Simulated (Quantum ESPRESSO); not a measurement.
## ScAl3 in Quantum ESPRESSO: the effect of target pressure

Crystal: ScAl3.

```xyz
4
Lattice="4.0878 0.0000 0.0000 0.0000 4.0878 0.0000 0.0000 0.0000 4.0878" Properties=species:S:1:pos:R:3 pbc="T T T"
Sc    0.0000    0.0000    0.0000
Al    2.0439    2.0439    0.0000
Al    0.0000    2.0439    2.0439
Al    2.0439    0.0000    2.0439
```

The cell is a database's computed one.

Alike in all runs:

- Program: Quantum ESPRESSO 7.5
- Task: phonons
- Functional: LDA
- Potentials or basis: GBRV 1.5 LDA
- Cutoff: 612 eV
- Density cutoff: 4898 eV
- k mesh: 7 × 7 × 7
- Occupations: cold, width 0.2 eV
- Spin: no spin polarisation

Each run relaxes the cell or the atoms first.

| target pressure | relaxed volume (Å³/atom) | highest phonon frequency (cm⁻¹) |
| --- | --- | --- |
| -3 GPa | ? | ? |
| 0 GPa | 16.35 | 346 |
| 3 GPa | 15.88 | 362 |
| 8 GPa | 15.23 | 386 |
| 15 GPa | 14.49 | 415 |

Task: What does the run with target pressure -3 GPa give?

Result: Relaxed volume 16.90 Å³/atom; highest phonon frequency 328 cm⁻¹.

Worked out: In Murnaghan's law V^(-B') rises as a straight line in P. The other rows fit best with B' = 3.8, V0 = 16.35 Å³/atom and B0 = 98 GPa, which gives 16.89 Å³/atom at -3 GPa, against the run's 16.90. A parabola through the other rows of the highest phonon frequency, of slope 5.81 cm⁻¹ per GPa there, extrapolates to 329 cm⁻¹, against the run's 328.

Caveats: the mesh is thin for the phonons of a metal; the cell is more than 3 GPa from zero pressure, which shifts response properties (some runs); the volume moved by over 15 % at a fixed basis, so the end points are rough (some runs).
